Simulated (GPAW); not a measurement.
## A GW chain in GPAW: SiC (F-43m)

Aim: the G0W0 gap of SiC (F-43m) on PBE, step by step.

Calculated with GPAW 26.7.0; PBE and many-body steps on it, plane waves.

**Experimental background.**

- Gap 2.39 eV: band gap at cryogenic temperature; bulk crystal (literature value) (quoted in “Silicon carbide diodes for neutron detection”, 2020, arxiv:2009.14696).

- Gap 2.4 eV: Tauc optical (indirect) gap of annealed polycrystalline 3C-SiC; UV-VIS spectroscopic ellipsometry, Tauc analysis; film (CVD ultrathin polycrystalline film, annealed, about 5 nm grains) (“On-Demand CMOS-Compatible Fabrication of Ultrathin Self-Aligned SiC Nanowire Arrays”, 2018, pmc:6267454).

This is a report of a sequence of runs, with most program output left out.

**1. Starting point**

The structure is cubic, space group F-43m (No. 216). The conventional cell has a = 4.358 Å, b = 4.358 Å, c = 4.358 Å, α = 90.00°, β = 90.00°, γ = 90.00°. Nearest to Si lie 4 C at 1.89 Å. C has 4 Si at 1.89 Å nearest. Farther neighbours are not listed.

Coordinates:

```cif
data_structure
_symmetry_space_group_name_H-M 'P 1'
_symmetry_Int_Tables_number 1
_cell_length_a 3.0816
_cell_length_b 3.0816
_cell_length_c 3.0816
_cell_angle_alpha 60.000
_cell_angle_beta 60.000
_cell_angle_gamma 60.000
_cell_volume 20.69
loop_
_atom_site_label
_atom_site_type_symbol
_atom_site_fract_x
_atom_site_fract_y
_atom_site_fract_z
_atom_site_occupancy
Si1 Si 0.00000 0.00000 0.00000 1
C2 C 0.25000 0.25000 0.25000 1
```

The cell and positions come from the Crystallography Open Database and are kept as given unless a step says otherwise.

**2. Ground state**

This step: GPAW 26.7.0; DFT, PBE, plane waves, PAW.

The ground-state density comes first.

File run.py:

```python
import json
import numpy as np
from gpaw.mpi import world
from ase import Atoms
from gpaw import GPAW, PW, FermiDirac

atoms = Atoms(['Si', 'C'],
    cell=[[0.0000000000, 2.1790000000, 2.1790000000],
      [2.1790000000, 0.0000000000, 2.1790000000],
      [2.1790000000, 2.1790000000, 0.0000000000]],
    scaled_positions=[[0.0000000000, 0.0000000000, 0.0000000000],
      [0.2500000000, 0.2500000000, 0.2500000000]],
    pbc=(True, True, True))
calc = GPAW(mode=PW(600),
    xc='PBE',
    kpts={'size': (10, 10, 10), 'gamma': True},
    occupations=FermiDirac(0.001),
    nbands=-7,
    convergence={'density': 1e-6, 'bands': -3},
    maxiter=100,
    txt='gs.txt')
atoms.calc = calc
res = {'energy': atoms.get_potential_energy()}
kpts = calc.get_ibz_k_points()
res['kpts'] = kpts
res['eigenvalues'] = [calc.get_eigenvalues(kpt=k) for k in range(len(kpts))]
res['n_electrons'] = calc.get_number_of_electrons()
calc.write('gs.gpw')

if world.rank == 0:
    with open('result.json', 'w') as f:
        json.dump(res, f, default=lambda x: x.tolist())
```

Started as:

```
> mpirun -n 4 gpaw python run.py
```

Elapsed: 4 s, on 4 MPI ranks of Arm Neoverse V2, shared host; peak memory 0.57 GiB.

Numbers from this step:

```yaml
total_energy: -14.97 eV
gap: 1.350 eV
k_of_the_valence_top: 0, 0, 0
k_of_the_conduction_bottom: 0.5, 0.5, 0
least_direct_gap: 4.543 eV
```

The gap is indirect, with the least direct gap 3.19 eV higher.

**3. Bands along the symmetry lines**

The cheap functional maps the bands first; the places of the edges decide which points the dearer methods must see.

File run.py:

```python
import json
import numpy as np
from gpaw.mpi import world
from gpaw import GPAW

path = [[0.000000, 0.000000, 0.000000],
    [-0.062500, -0.062500, 0.000000],
    [-0.125000, -0.125000, 0.000000],
    [-0.187500, -0.187500, 0.000000],
    [-0.250000, -0.250000, 0.000000],
    [-0.312500, -0.312500, 0.000000],
    [-0.375000, -0.375000, 0.000000],
    [-0.437500, -0.437500, 0.000000],
    [-0.500000, -0.500000, 0.000000],
    [-0.484375, -0.484375, 0.031250],
    [-0.468750, -0.468750, 0.062500],
    [-0.453125, -0.453125, 0.093750],
    [-0.437500, -0.437500, 0.125000],
    [-0.421875, -0.421875, 0.156250],
    [-0.406250, -0.406250, 0.187500],
    [-0.390625, -0.390625, 0.218750],
    [-0.375000, -0.375000, 0.250000],
    [-0.375000, 0.000000, 0.375000],
    [-0.328125, 0.000000, 0.328125],
    [-0.281250, 0.000000, 0.281250],
    [-0.234375, 0.000000, 0.234375],
    [-0.187500, 0.000000, 0.187500],
    [-0.140625, 0.000000, 0.140625],
    [-0.093750, 0.000000, 0.093750],
    [-0.046875, 0.000000, 0.046875],
    [0.000000, 0.000000, 0.000000],
    [0.000000, 0.000000, 0.062500],
    [0.000000, 0.000000, 0.125000],
    [0.000000, 0.000000, 0.187500],
    [0.000000, 0.000000, 0.250000],
    [0.000000, 0.000000, 0.312500],
    [0.000000, 0.000000, 0.375000],
    [0.000000, 0.000000, 0.437500],
    [0.000000, 0.000000, 0.500000],
    [-0.062500, -0.031250, 0.468750],
    [-0.125000, -0.062500, 0.437500],
    [-0.187500, -0.093750, 0.406250],
    [-0.250000, -0.125000, 0.375000],
    [-0.312500, -0.156250, 0.343750],
    [-0.375000, -0.187500, 0.312500],
    [-0.437500, -0.218750, 0.281250],
    [-0.500000, -0.250000, 0.250000],
    [-0.500000, -0.281250, 0.218750],
    [-0.500000, -0.312500, 0.187500],
    [-0.500000, -0.343750, 0.156250],
    [-0.500000, -0.375000, 0.125000],
    [-0.500000, -0.406250, 0.093750],
    [-0.500000, -0.437500, 0.062500],
    [-0.500000, -0.468750, 0.031250],
    [-0.500000, -0.500000, 0.000000]]
calc = GPAW('gs.gpw').fixed_density(kpts=path,
    symmetry='off',
    nbands=14,
    convergence={'bands': 10},
    txt='bands.txt')
res = {}
kpts = calc.get_ibz_k_points()
res['kpts'] = kpts
res['eigenvalues'] = [calc.get_eigenvalues(kpt=k) for k in range(len(kpts))]
res['n_electrons'] = calc.get_number_of_electrons()

if world.rank == 0:
    with open('result.json', 'w') as f:
        json.dump(res, f, default=lambda x: x.tolist())
```

Started as:

```
> mpirun -n 4 gpaw python run.py
```

Wall time 3.7 s (4 MPI ranks); peak memory 0.58 GiB; 15 s of CPU time.

Numbers from this step:

```
gap                        : 1.350 eV
k of the valence top       : 0, 0, 0
k of the conduction bottom : -0.5, -0.5, 0
least direct gap           : 4.543 eV
```

The gap is 1.350 eV, as in the run before at this level.

Electronic bands along the path, in eV, zero at the top of the highest filled band; v1 is the highest filled band, c1 the lowest empty one:

```csv
point,v4,v3,v2,v1,c1,c2,c3,c4
Γ,-15.41,0.00,0.00,0.00,6.26,7.30,7.30,7.30
halfway,-13.82,-3.35,-1.94,-1.94,4.05,6.34,10.59,10.59
X,-10.39,-7.80,-3.19,-3.19,1.35,4.31,14.03,14.03
halfway,-10.34,-7.64,-4.23,-3.04,2.09,5.30,13.35,13.57
U,-10.39,-7.28,-5.55,-2.60,3.10,7.77,11.85,12.47
jump to K,-10.39,-7.28,-5.55,-2.60,3.10,7.77,11.85,12.47
halfway,-13.64,-4.48,-2.93,-0.54,6.77,7.85,8.25,9.07
Γ,-15.41,0.00,0.00,0.00,6.26,7.30,7.30,7.30
halfway,-14.22,-4.30,-0.61,-0.61,5.99,7.90,7.90,9.38
L,-11.84,-8.55,-1.05,-1.05,5.43,7.22,7.22,10.08
halfway,-11.20,-7.84,-3.71,-2.26,5.24,7.28,10.16,11.01
W,-10.16,-7.03,-5.00,-4.70,5.21,9.45,9.47,9.77
halfway,-10.28,-7.49,-4.07,-4.05,3.05,6.00,11.96,13.34
X,-10.39,-7.80,-3.19,-3.19,1.35,4.31,14.03,14.03
```

**4. Empty states on the mesh, 6×6×6 mesh, 118 bands**

The sums over transitions need many empty states on a uniform mesh; this step solves for them.

File run.py:

```python
import json
import numpy as np
from gpaw.mpi import world
from gpaw import GPAW

calc = GPAW('gs.gpw').fixed_density(kpts={'size': (6, 6, 6), 'gamma': True},
    parallel={'domain': 1, 'band': 1},
    txt='nscf.txt')
calc.diagonalize_full_hamiltonian(nbands=118)
calc.write('full.gpw', mode='all')
res = {}
kpts = calc.get_ibz_k_points()
res['kpts'] = kpts
res['eigenvalues'] = [calc.get_eigenvalues(kpt=k) for k in range(len(kpts))]
res['n_electrons'] = calc.get_number_of_electrons()

if world.rank == 0:
    with open('result.json', 'w') as f:
        json.dump(res, f, default=lambda x: x.tolist())
```

Started as:

```
> mpirun -n 4 gpaw python run.py
```

Run time: 4.2 s. Hardware: 4 MPI ranks; peak memory 0.77 GiB; 16 s of CPU time.

This step gave:

```
gap                                                           : 1.350 eV
k of the valence top                                          : 0, 0, 0
k of the conduction bottom                                    : 0.5, 0.5, 0
least direct gap                                              : 4.543 eV
k points computed                                             : 16
lowest point of the top converged band, above the valence top : 162.5065 eV
```

On this mesh the gap is 1.350 eV.

**5. Screening and self-energy, 6×6×6 mesh, 108 bands, screening to 175 eV**

G0W0 replaces the xc potential by the self-energy, built once from these orbitals. Only a window of levels is corrected, while the sums run over the empty bands that the input names.

This step: G0W0 on PBE, plane waves, PAW.

File run.py:

```python
import json
import numpy as np
from gpaw.mpi import world
from gpaw.response.g0w0 import G0W0

gw = G0W0('full.gpw',
    filename='gw',
    kpts=[0, 12],
    bands=(2, 6),
    ecut=175,
    nbands=108,
    integrate_gamma='WS',
    ppa=True)
gw.calculate()
res = {mode: {k: v for k, v in r.items() if k != 'sigma_eskwn'}
       for mode, r in gw.all_results.items()}

if world.rank == 0:
    with open('result.json', 'w') as f:
        json.dump(res, f, default=lambda x: x.tolist())
```

Started as:

```
> mpirun -n 4 gpaw python run.py
```

Run time: 43 s. Hardware: 4 MPI ranks; peak memory 1 GiB; 2.8 min of CPU time.

This step gave:

| Item | Value |
| --- | --- |
| G0W0 gap on the points computed | 2.166 eV |
| least direct G0W0 gap on the computed points | 5.620 eV |
| Z at the valence top | 0.7966 |
| Z at the conduction bottom | 0.8240 |
| starting gap on the mesh | 1.350 eV |
| k of the valence top | 0, 0, 0 |
| k of the conduction bottom | 0.5, 0.5, 0 |

The gap on the mesh goes from 1.35 eV to 2.17 eV, a correction of +0.82 eV.

Limits: finite bands, cutoff and mesh. v1 is the top filled band, c1 the lowest empty one. The levels before and after the correction (eV, zero at the valence-band top of each column):

```csv
,conduction bottom,valence top
Kohn-Sham,1.35,0.00
G0W0,2.17,0.00
```

```csv
,level,energy (eV)
Kohn-Sham,Γ v2-v1,0.000
Kohn-Sham,Γ c1,6.261
Kohn-Sham,Γ c2,7.301
Kohn-Sham,(0.5 0.5 0) v2-v1,-3.192
Kohn-Sham,(0.5 0.5 0) c1,1.350
Kohn-Sham,(0.5 0.5 0) c2,4.314
G0W0,Γ v2-v1,0.000
G0W0,Γ c1,7.361
G0W0,Γ c2,8.515
G0W0,(0.5 0.5 0) v2-v1,-3.454
G0W0,(0.5 0.5 0) c1,2.166
G0W0,(0.5 0.5 0) c2,5.313
```

**6. Where the time went**

Times are wall times on 4 MPI ranks of Arm Neoverse V2, shared host, good to a factor of about two.

```csv
step,time,share,memory (GiB)
ground state,4 s,7 %,0.57
bands along the symmetry lines,3.7 s,7 %,0.58
empty states on the mesh,4.2 s,8 %,0.77
screening and self-energy,43 s,78 %,1.0
```

**7. What came out**

| Property | Result |
| --- | --- |
| PBE gap | 1.35 eV, indirect |
| G0W0 gap on the mesh | 2.17 eV |
| GW settings | 6×6×6 mesh, 108 bands, screening to 175 eV, Godby-Needs plasmon pole |
| known limits | not at the basis limit |

In words: G0W0 moves the gap on the mesh from 1.35 eV to 2.17 eV (+0.82 eV), with Z of 0.80 and 0.82 at the edges. Only 2 of the mesh's irreducible points were corrected, so a valley elsewhere could overtake. The dearest step here is «screening and self-energy». Against experiment, by G0W0@PBE: the gap of 2.17 eV lies −0.22 eV from the measured 2.39 eV (kind not stated, quoted 2020); the gap of 2.17 eV lies −0.23 eV from the measured 2.4 eV (indirect, 2018). The calculation has static nuclei and no excitons; a measured gap holds zero-point and thermal motion, which mostly lowers it. Bands and cutoff are finite, so the gap is not at the basis limit. The miss can reach some tenths of an eV and take either sign; the mesh is an error of its own. These stock PAW sets were not made for GW. In the G0W0 run levels were corrected at 2 k points alone, so a gap called «on the mesh» is the least over those, and an edge elsewhere would be missed.

[Paths, hosts, dates, memory and timing lines, banners, echoed tables and standing remarks are left out of the program output.]

[Logs are printed without paths, hosts, clocks, repeated set-up lines and the standing remarks that a program may print on its own settings, such as how far it seeks lower states.]

[Runs of the session that timed out or met a known fault of the program may be left out.]

[Hosts, paths, dates, database ids (printed as entryN), source tags and the programs' standing remarks are cut or masked in the printed files.]
